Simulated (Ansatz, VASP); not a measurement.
**SnO2 (Cassiterite) in VASP and in Ansatz**

```
Sn O
1.0
     4.82742    0.00000    0.00000
     0.00000    4.82742    0.00000
     0.00000    0.00000    3.23807
Sn O
2 4
Direct
  0.00000 0.00000 0.00000
  0.50000 0.50000 0.50000
  0.30654 0.30654 0.00000
  0.19346 0.80654 0.50000
  0.69346 0.69346 0.00000
  0.80654 0.19346 0.50000
```

Alike in both runs: task relaxation of cell and atoms; functional PBEsol; k mesh 6 × 6 × 8; occupations gaussian, width 0.02 eV; no spin polarisation.

```csv
,VASP,Ansatz
version,VASP 6.6.1,Ansatz 0.2.0
potentials or method,"VASP PAW PBE potentials, release 64 (Sn_d, O)","scalar-relativistic, plane waves, PAW"
plane-wave cutoff (eV),600,420
valence electrons in the cell,52,52
```

|  | VASP | Ansatz | Ansatz less VASP |
| --- | --- | --- | --- |
| gap on the k mesh at the Fermi level, each at its own relaxed structure (eV) | 0.89 | 0.92 | +0.030 |
| relaxed volume (Å³/atom) | 12.20 | 12.18 | -0.025 |
| relaxed cell length with the largest relative difference (Å) | 3.216 | 3.212 | -0.0037 |
| energy change over the relaxation (meV/atom) | -6 | -7 | -1.0 |

Caveats: the PAW data sets were made with another functional, which shifts forces and pressure a little (VASP); spin-orbit coupling is left out, which moves the levels of the heavy elements. PBEsol gaps usually lie below the measured ones, often by a third to a half.
